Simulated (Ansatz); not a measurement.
# Ge: a trial structure relaxed, part 2 of 2

The task: take a trial cell of Ge to zero force and stress.

Ansatz 0.2.0; DFT PBE, scalar-relativistic, plane waves, PAW.

## Step 4: Relaxation on the finer mesh

The end of the coarse run is made exact in the group found at a tolerance of 0.06 Å and reduced to its primitive cell.

input.yaml reads:

```yaml
crystal:
  lattice:
    - [1.9607827373, -5.2123511079, 0.0]
    - [1.9607827373, 5.2123511079, 0.0]
    - [0.0, 0.0, 5.713399182]
  atoms:
    - { symbol: Ge, position: [0.5, 0.5, 0.790493395] }
    - { symbol: Ge, position: [0.5, 0.5, 0.209506605] }
    - { symbol: Ge, position: [0.3227408397, 0.6772591603, 0.5] }
    - { symbol: Ge, position: [0.6772591603, 0.3227408397, 0.5] }
basis:
  ecutwfc: 420
kpoints:
  mp_grid: { grid: [12, 12, 8] }
hamiltonian:
  xc: pbe
scf:
  occupations: { method: gaussian, width: 0.1 }
output:
  forces: true
  stress: true
  eigenvalues: true
relax:
  adjacent_minimum: "off"
  f_tol: 0.01
  max_steps: 80
  cell: { stress_tol: 0.05 }
```

Started as:

```
$ ansatz run input.yaml --threads 1 --pin off --max-ram 2560MiB --backend cpu --events-out ev --progress --plain --runs-dir out
```

The program printed:

```text
Warning: RAYON_NUM_THREADS=1 ignored (pool sized by the plan → 1); use --threads N
Engine: ansatz 0.2.0, aarch64-unknown-linux-gnu
Pseudopotentials: kind: paw
Pseudopotential: Ge, paw, valence charge 14, recommended cutoff 420 eV (normal), Ge.paw.azcp
Functional definition: PBE
  parameter kappa = 0.804
  parameter beta = 0.06672455060314922
  exchange = pbe_x(kappa = kappa, mu = beta*pi^2/3)
  correlation = pbe_c(beta = beta)
Crystal: 4 atoms, lattice volume = 116.785 Å³
Basis set: ecut = 420 eV, 2297 PW (Γ), exchange–correlation on 80×80×80 points (8 copies of the dense FFT grid, shifted against one another)
Bands: 34, of which v1, the nominal top of the filled ones, is band 28 counted from 1 (27 counted from 0)
Symmetry: 8 space group operations
Space group: Cmmm (ITA 65), of the structure as read, at distance tolerance 4.9e-5 Å
k-points: 215 of 1152
Non-local potential: Ge, projectors of the file, l = 0: 2, l = 1: 2, l = 2: 3, l = 3: 1
PAW form: soft (Blöchl's): semilocal exchange-correlation on the pseudo side does not see the compensation charge
PAW one-centre angular grid: Ge, 590 points (default); XC on 64 Gauss nodes
Initial density: superposition of atomic densities (neutral atoms: chi_scale 0, normalization atom), corrected by the library's trained network
Initial wavefunctions: pseudopotential atomic-orbital guess
Functional: x = pbe(κ = 0.804, μ = 0.2195149727645171), c = pbe(β = 0.06672455060314922)
SCF iter   1: F=—  HF=-17178.320221 eV  |F-HF|=—  |Δ(HF+E_count)|=         —  Δρ=2.27e-3  dr2=1.06e-2  ethr=1.77e-3  ⟨swp⟩=5.9  Hψ=28078  notcnv=0
preconditioner: auto → LDOS  [metal: Δε(μ)=0.015 eV  Ē_g=22.036 eV  σ=0.100 eV  W_gap=0.08  n_scr=24 (ndim 8)  ℏωp=25.7 eV  f_vac=0.167  D(μ)=2.03/eV (n_scr^D=12)  β→1.0]
SCF iter   2: F=—  HF=-17178.317221 eV  |F-HF|=—  |Δ(HF+E_count)|=   3.00e-3  Δρ=9.13e-4  dr2=2.66e-3  ethr=1.89e-5  ⟨swp⟩=3.0  Hψ=15286  notcnv=0  defer=1
SCF iter   3: F=—  HF=-17178.316773 eV  |F-HF|=—  |Δ(HF+E_count)|=   4.47e-4  Δρ=4.44e-4  dr2=4.17e-4  ethr=4.75e-6  ⟨swp⟩=2.0  Hψ=13075  notcnv=0  defer=1
SCF iter   4: F=—  HF=-17178.316641 eV  |F-HF|=—  |Δ(HF+E_count)|=   1.32e-4  Δρ=1.52e-4  dr2=5.46e-5  ethr=7.44e-7  ⟨swp⟩=2.0  Hψ=12914  notcnv=0  defer=1
SCF iter   5: F=—  HF=-17178.316608 eV  |F-HF|=—  |Δ(HF+E_count)|=   3.31e-5  Δρ=5.24e-5  dr2=4.68e-6  ethr=9.74e-8  ⟨swp⟩=3.0  Hψ=13229  notcnv=0  defer=1
SCF iter   6: F=—  HF=-17178.316607 eV  |F-HF|=—  |Δ(HF+E_count)|=   1.41e-6  Δρ=1.68e-5  dr2=5.42e-7  ethr=8.36e-9  ⟨swp⟩=2.0  Hψ=13061  notcnv=0  defer=1
SCF iter   7: F=-17178.316607 eV  HF=-17178.316607 eV  |F-HF|=1.20e-8  |Δ(HF+E_count)|=   1.51e-7  Δρ=3.88e-6  dr2=2.23e-8  ethr=1.79e-10  ⟨swp⟩=9.0  Hψ=28641  notcnv=0
SCF 1 converged in 7 iterations: F = -17178.316607 eV  dr2 = 2.23e-8
relax step   1: F+E_penalty+E_count = -17178.31660667 eV  Δ(F+E_penalty+E_count) = +0.000e0 eV  max|allowed force component| = 1.470e-1 eV/Å  Δτ_max = 0.0000 Å  P = -0.059 GPa  Ω = 116.785 Å³  (7 SCF iters, dr2 threshold 1.00e-7 eV, accepted)
Crystal: 4 atoms, lattice volume = 116.086 Å³
Basis set: ecut = 420 eV, 2273 PW (Γ), exchange–correlation on 80×80×80 points (8 copies of the dense FFT grid, shifted against one another)
Initial density: handed on by an earlier stage of this run
Initial wavefunctions: those handed on with the density
iter 1 solved again at ethr=4.79e-6 eV; its pass at ethr=3.10e-3 eV (dr2=2.68e-3 eV) is discarded
SCF iter   1: F=—  HF=-17178.324714 eV  |F-HF|=—  |Δ(HF+E_count)|=         —  Δρ=1.04e-3  dr2=2.71e-3  ethr=4.79e-6  ⟨swp⟩=1.5  Hψ=35468  notcnv=0
preconditioner: auto → LDOS  [metal: Δε(μ)=0.001 eV  Ē_g=22.070 eV  σ=0.100 eV  W_gap=0.01  n_scr=28 (ndim 8)  ℏωp=25.8 eV  f_vac=0.165  D(μ)=2.00/eV (n_scr^D=12)  β→1.0]
SCF iter   2: F=—  HF=-17178.324273 eV  |F-HF|=—  |Δ(HF+E_count)|=   4.40e-4  Δρ=3.38e-4  dr2=1.72e-4  ethr=4.79e-6  ⟨swp⟩=2.0  Hψ=8528  notcnv=0
SCF iter   3: F=—  HF=-17178.324259 eV  |F-HF|=—  |Δ(HF+E_count)|=   1.39e-5  Δρ=1.56e-4  dr2=8.42e-5  ethr=3.08e-7  ⟨swp⟩=2.0  Hψ=13371  notcnv=0
SCF iter   4: F=—  HF=-17178.324240 eV  |F-HF|=—  |Δ(HF+E_count)|=   1.94e-5  Δρ=5.55e-5  dr2=1.04e-5  ethr=1.50e-7  ⟨swp⟩=2.0  Hψ=8588  notcnv=0
SCF iter   5: F=—  HF=-17178.324238 eV  |F-HF|=—  |Δ(HF+E_count)|=   1.78e-6  Δρ=1.59e-5  dr2=7.95e-7  ethr=1.85e-8  ⟨swp⟩=2.0  Hψ=8521  notcnv=0
SCF iter   6: F=-17178.324238 eV  HF=-17178.324238 eV  |F-HF|=1.12e-8  |Δ(HF+E_count)|=   7.14e-8  Δρ=3.43e-6  dr2=1.80e-8  ethr=7.14e-10  ⟨swp⟩=5.6  Hψ=27310  notcnv=0
SCF 2 converged in 6 iterations: F = -17178.324238 eV  dr2 = 1.80e-8
relax step   2: F+E_penalty+E_count = -17178.32423789 eV  Δ(F+E_penalty+E_count) = -7.631e-3 eV  max|allowed force component| = 9.437e-2 eV/Å  Δτ_max = 0.0124 Å  P = -0.010 GPa  Ω = 116.086 Å³  energy of the carried Pulay correction = +9.063e-5 eV  (6 SCF iters, dr2 threshold 4.00e-7 eV, accepted)
Crystal: 4 atoms, lattice volume = 115.388 Å³
Basis set: ecut = 420 eV, 2253 PW (Γ), exchange–correlation on 80×80×80 points (8 copies of the dense FFT grid, shifted against one another)
iter 1 solved again at ethr=4.96e-6 eV; its pass at ethr=3.10e-3 eV (dr2=2.78e-3 eV) is discarded
SCF iter   1: F=—  HF=-17178.328330 eV  |F-HF|=—  |Δ(HF+E_count)|=         —  Δρ=9.01e-4  dr2=2.78e-3  ethr=4.96e-6  ⟨swp⟩=1.5  Hψ=36228  notcnv=0
preconditioner: auto → LDOS  [metal: Δε(μ)=0.015 eV  Ē_g=22.075 eV  σ=0.100 eV  W_gap=0.09  n_scr=24 (ndim 8)  ℏωp=25.9 eV  f_vac=0.166  D(μ)=1.81/eV (n_scr^D=8)  β→1.0]
SCF iter   2: F=—  HF=-17178.327803 eV  |F-HF|=—  |Δ(HF+E_count)|=   5.28e-4  Δρ=3.19e-4  dr2=1.74e-4  ethr=4.96e-6  ⟨swp⟩=2.0  Hψ=8508  notcnv=0
SCF iter   3: F=—  HF=-17178.327767 eV  |F-HF|=—  |Δ(HF+E_count)|=   3.55e-5  Δρ=1.07e-4  dr2=3.71e-5  ethr=3.10e-7  ⟨swp⟩=2.0  Hψ=13368  notcnv=0
SCF iter   4: F=—  HF=-17178.327759 eV  |F-HF|=—  |Δ(HF+E_count)|=   7.97e-6  Δρ=3.36e-5  dr2=3.67e-6  ethr=6.63e-8  ⟨swp⟩=2.3  Hψ=10310  notcnv=0
SCF iter   5: F=-17178.327759 eV  HF=-17178.327759 eV  |F-HF|=1.55e-8  |Δ(HF+E_count)|=   3.53e-7  Δρ=1.01e-5  dr2=2.08e-7  ethr=7.14e-10  ⟨swp⟩=4.0  Hψ=33561  notcnv=0
SCF 3 converged in 5 iterations: F = -17178.327759 eV  dr2 = 2.08e-7
relax step   3: F+E_penalty+E_count = -17178.32775863 eV  Δ(F+E_penalty+E_count) = -3.521e-3 eV  max|allowed force component| = 3.662e-2 eV/Å  Δτ_max = 0.0095 Å  P = +0.042 GPa  Ω = 115.388 Å³  energy of the carried Pulay correction = +1.818e-4 eV  (5 SCF iters, dr2 threshold 4.00e-7 eV, accepted)
[... 10 lines left out ...]
relax step   4: F+E_penalty+E_count = -17178.32713975 eV  Δ(F+E_penalty+E_count) = +6.189e-4 eV  max|allowed force component| = 1.138e-1 eV/Å  Δτ_max = 0.0108 Å  P = +0.046 GPa  Ω = 114.994 Å³  energy of the carried Pulay correction = +2.334e-4 eV  (5 SCF iters, dr2 threshold 3.97e-7 eV, rejected (line search))
[... 13 lines left out ...]
relax step   5: F+E_penalty+E_count = -17178.32970095 eV  Δ(F+E_penalty+E_count) = -1.942e-3 eV  max|allowed force component| = 2.056e-2 eV/Å  Δτ_max = 0.0010 Å  P = -0.045 GPa  Ω = 115.459 Å³  energy of the carried Pulay correction = +1.724e-4 eV  (8 SCF iters, accepted)
[... 10 lines left out ...]
relax step   6: F+E_penalty+E_count = -17178.32809308 eV  Δ(F+E_penalty+E_count) = +1.608e-3 eV  max|allowed force component| = 8.672e-2 eV/Å  Δτ_max = 0.0086 Å  P = -0.005 GPa  Ω = 114.552 Å³  energy of the carried Pulay correction = +2.916e-4 eV  (6 SCF iters, dr2 threshold 6.25e-8 eV, rejected (line search))
[... 12 lines left out ...]
relax step   7: F+E_penalty+E_count = -17178.33010922 eV  Δ(F+E_penalty+E_count) = -4.083e-4 eV  max|allowed force component| = 1.356e-3 eV/Å  Δτ_max = 0.0030 Å  P = -0.009 GPa  Ω = 115.124 Å³  energy of the carried Pulay correction = +2.164e-4 eV  (8 SCF iters, accepted)
Initial wavefunctions: pseudopotential atomic-orbital guess (no wavefunctions were taken with the density)
iter 1 solved again at ethr=6.78e-8 eV; its pass at ethr=3.10e-3 eV (dr2=3.80e-5 eV) is discarded
SCF iter   1: F=—  HF=-17178.313963 eV  |F-HF|=—  |Δ(HF+E_count)|=         —  Δρ=6.86e-4  dr2=1.71e-5  ethr=6.78e-8  ⟨swp⟩=2.5  Hψ=43437  notcnv=0
preconditioner: auto → LDOS  [metal: Δε(μ)=0.002 eV  Ē_g=22.056 eV  σ=0.100 eV  W_gap=0.01  n_scr=24 (ndim 8)  ℏωp=25.9 eV  f_vac=0.166  D(μ)=1.69/eV (n_scr^D=8)  β→1.0]
SCF iter   2: F=—  HF=-17178.329874 eV  |F-HF|=—  |Δ(HF+E_count)|=   1.59e-2  Δρ=3.94e-5  dr2=3.94e-6  ethr=3.05e-8  ⟨swp⟩=3.9  Hψ=15418  notcnv=0
SCF iter   3: F=—  HF=-17178.329868 eV  |F-HF|=—  |Δ(HF+E_count)|=   5.33e-6  Δρ=2.64e-5  dr2=7.32e-7  ethr=7.03e-9  ⟨swp⟩=2.0  Hψ=13369  notcnv=0
SCF iter   4: F=—  HF=-17178.329890 eV  |F-HF|=—  |Δ(HF+E_count)|=   2.21e-5  Δρ=1.37e-5  dr2=2.14e-7  ethr=1.31e-9  ⟨swp⟩=2.2  Hψ=13400  notcnv=0
SCF iter   5: F=—  HF=-17178.329891 eV  |F-HF|=—  |Δ(HF+E_count)|=   7.31e-7  Δρ=1.29e-6  dr2=1.83e-9  ethr=3.83e-10  ⟨swp⟩=2.2  Hψ=13413  notcnv=0
SCF iter   6: F=—  HF=-17178.329891 eV  |F-HF|=—  |Δ(HF+E_count)|=   2.22e-8  Δρ=5.11e-7  dr2=5.16e-10  ethr=3.27e-12  ⟨swp⟩=2.5  Hψ=13484  notcnv=0
SCF iter   7: F=—  HF=-17178.329891 eV  |F-HF|=—  |Δ(HF+E_count)|=  2.04e-10  Δρ=1.57e-7  dr2=6.23e-11  ethr=1.00e-12  ⟨swp⟩=3.0  Hψ=13698  notcnv=0
SCF iter   8: F=-17178.329891 eV  HF=-17178.329891 eV  |F-HF|=7.28e-12  |Δ(HF+E_count)|=  1.82e-11  Δρ=3.25e-8  dr2=1.86e-12  ethr=1.00e-12  ⟨swp⟩=4.2  Hψ=22325  notcnv=0
SCF 8 converged in 8 iterations: F = -17178.329891 eV  dr2 = 1.86e-12
relax step   8: F+E_penalty+E_count = -17178.32989116 eV  Δ(F+E_penalty+E_count) = +2.181e-4 eV  max|allowed force component| = 1.274e-3 eV/Å  Δτ_max = 0.0000 Å  P = -0.008 GPa  Ω = 115.124 Å³  stress off target by 2.05e-2 GPa  SCF on the basis re-selected at this cell (its energy is not comparable with the rows above)  (8 SCF iters)
basis re-selected at this cell: Δ(F+E_penalty+E_count) = +2.181e-4 eV, ΔP = +0.001 GPa vs the last step (what re-selecting the basis moved, of the pressure what is left beyond the Pulay correction that the steps carried, after the strain that the cell walked since its last selection, with what the two solves' SCF thresholds leave and, on support functions, any second-order correction that the steps lacked; it is no measure of the basis error at this ecutwfc). This SCF's stress stands 2.05e-2 GPa from its target on what of the cell is left free (relax.cell.stress_tol is 5.00e-2 GPa) and its largest allowed force component is 1.27e-3 eV/Å (relax.f_tol is 1.00e-2 eV/Å): within both
SCF converged after 8 iterations
Free energy (F): -17178.329891 eV
Harris-Foulkes:  -17178.329891 eV  (|F-HF|=7.28e-12)
Internal energy: -17178.321450 eV  (E = F + TS)
E sigma→0 (E₀):  -17178.325671 eV
Entropy (-TS):   -0.008441 eV (-2.110 meV/atom)
Fermi energy:    5.880209 eV
--- Per-component energies (eV) ---
  E_band       = -747.891231
  E_kinetic    = 440.966971
  E_local      = -11294.982214  (includes V_loc(G=0)·N_el)
  E_nonlocal   = 1669.401827
  E_hartree    = 4967.302876
  E_xc         = -299.787985
  E_vxc        = -254.832239  (∫ρ·V_xc dr)
  E_paw        = -8074.738299  (= ΣΔE_a)
  E_vpaw       = -1243.052758  (= ΣTr[D̂ρ^β])
  E_aug_tail   = 0.001390  (compensation charges beyond the density's cutoff)
  E_ewald      = -4586.486016
  E_smearing   = -0.008441  (= −TS)
  E_closure    = 0.000000  (closes the sum)
  Σ components = -17178.329891   (vs F -17178.329891, Δ=0.00e0)
--- Forces (eV/Å), atoms counted from 1 ---
  atom   1  Ge    -0.00000000     0.00000000    -0.00076341
  atom   2  Ge     0.00000000    -0.00000000     0.00076341
  atom   3  Ge    -0.00000000     0.00127423     0.00000000
  atom   4  Ge     0.00000000    -0.00127423    -0.00000000
  max |Σ_I F_I| component: 5.55e-17 eV/Å
--- Stress (GPa, compression-positive) ---
       -0.020504       0.000000       0.000000
        0.000000      -0.006301      -0.000000
        0.000000      -0.000000       0.003655
  P = ⅓ Tr σ = -0.0077 GPa (-0.077 kbar)
--- Band table (eV; the first three rows and the last of 215) ---
  k-point 0: bands = ["-19.1060", "-19.0459", "-19.0221", "-19.0206", "-19.0163", "-19.0072", "-19.0029", "-18.9615", "-18.9277", "-18.9157", "-18.8755", "-18.8627", "-18.8625", "-18.8341", "-18.8249", "-18.7910", "-18.7872", "-18.7466", "-18.7061", "-18.6753", "-6.2805", "-2.6960", "-1.3730", "-0.8414", "1.4790", "4.6534", "5.1809", "5.8832", "6.3033", "7.1760", "8.9062", "9.5633", "9.6208", "10.6880"]
  k-point 1: bands = ["-19.1020", "-19.0532", "-19.0219", "-19.0161", "-19.0137", "-19.0061", "-19.0015", "-18.9628", "-18.9263", "-18.9166", "-18.8828", "-18.8630", "-18.8590", "-18.8347", "-18.8261", "-18.7906", "-18.7876", "-18.7429", "-18.7098", "-18.6749", "-6.2425", "-2.9095", "-1.3006", "-0.8199", "1.7492", "4.4067", "5.1835", "5.7941", "6.3718", "7.5566", "8.9409", "9.2322", "9.8839", "10.6331"]
  k-point 2: bands = ["-19.0920", "-19.0645", "-19.0212", "-19.0138", "-19.0036", "-19.0034", "-18.9987", "-18.9657", "-18.9232", "-18.9192", "-18.9024", "-18.8639", "-18.8497", "-18.8360", "-18.8279", "-18.7890", "-18.7887", "-18.7354", "-18.7197", "-18.6741", "-6.1408", "-3.3376", "-1.1948", "-0.7659", "2.4274", "3.9562", "5.1895", "5.6557", "6.5760", "8.3073", "8.5932", "9.1446", "9.3636", "10.6109"]
  k-point 214: bands = ["-19.0921", "-19.0740", "-19.0220", "-19.0025", "-18.9929", "-18.9892", "-18.9620", "-18.9569", "-18.9425", "-18.9374", "-18.9112", "-18.8978", "-18.8819", "-18.8387", "-18.7945", "-18.7826", "-18.7793", "-18.7479", "-18.7128", "-18.6729", "-4.9392", "-4.3829", "-3.7404", "1.7657", "4.2328", "4.6314", "4.6426", "4.6721", "7.3286", "7.7766", "8.7263", "9.5886", "9.8765", "10.7591"]
--- Relaxed structure (7 steps of the walk, 5 accepted, 1 SCFs on fresh bases) ---
  F+E_penalty+E_count = -17178.32989116 eV   max|allowed force component| = 1.274e-3 eV/Å   (the final SCF, on the basis selected at the relaxed cell)
  cell:  # Å, volume = 115.1239 Å³
    - [1.8938067035423698, -5.283923844544868, -5.944332796759989e-18]
    - [1.8938067035423698, 5.283923844544868, 5.944332796759987e-18]
    - [-3.151620058485236e-33, 6.51574413071865e-18, 5.752323578775365]
  atoms:
    - { symbol: Ge, position: [0.49999999999999994, 0.49999999999999994, 0.786660109719324] }
    - { symbol: Ge, position: [0.49999999999999994, 0.49999999999999994, 0.21333989028067607] }
    - { symbol: Ge, position: [0.32402990977689955, 0.6759700902231003, 0.5] }
    - { symbol: Ge, position: [0.6759700902231003, 0.32402990977689955, 0.5] }
```

It took 6.4 min on 1 thread of Arm Neoverse V1, shared host; peak memory 0.82 GiB.

Relaxation path:

```csv
step,E - E(step 1) (eV/cell),largest force component (eV/Å),pressure (GPa),volume (Å³)
1,0.0000,0.1470,-0.06,116.79
2,-0.0076,0.0944,-0.01,116.09
3,-0.0112,0.0366,0.04,115.39
4,-0.0105,0.1138,0.05,114.99
5,-0.0131,0.0206,-0.04,115.46
6,-0.0115,0.0867,0.00,114.55
7,-0.0135,0.0014,-0.01,115.12
8,-0.0133,0.0013,-0.01,115.12
```

Step 1 is the start. Step 8 repeats the geometry before it on a plane-wave basis chosen anew for that cell, so its energy need not be comparable with the rows above. Steps 4, 6 were tried and not accepted.

Lengths and angles in the start's conventional setting:

|  | before | after | change |
| --- | --- | --- | --- |
| a (Å) | 3.922 | 3.788 | -3.4 % |
| b (Å) | 10.425 | 10.568 | +1.4 % |
| c (Å) | 5.713 | 5.752 | +0.7 % |
| volume (Å³/atom) | 29.20 | 28.78 | -1.4 % |
| shortest distance (Å) | 2.394 | 2.454 | +2.5 % |
| space group (0.01 Å) | Cmmm | Cmmm | same |

The run keeps the 8 symmetry operations of the start, so it could not have lowered the symmetry.

## Step 5: Outcome

The summary covers parts 1 to 2. Changes of volume or cell count from the first structure of part 1.

| quantity | value |
| --- | --- |
| symmetry at the end (tolerance 0.05 Å) | space group Cmmm (No. 65) |
| conventional cell | a = 3.788 Å, b = 10.568 Å, c = 5.752 Å, α = 90.00°, β = 90.00°, γ = 90.00° |
| volume | 28.78 Å³/atom |
| energy over the standard state | +0.40 eV/atom |
| gap on the mesh | none (metal) |

What this shows: The space group Cmmm (No. 65) is kept, and the volume per atom grows by 18.4 % from the first guess. It lies above the element's standard state, so it is metastable at best. No finished test with a distortion of lower symmetry is shown, so the end may be a saddle point.
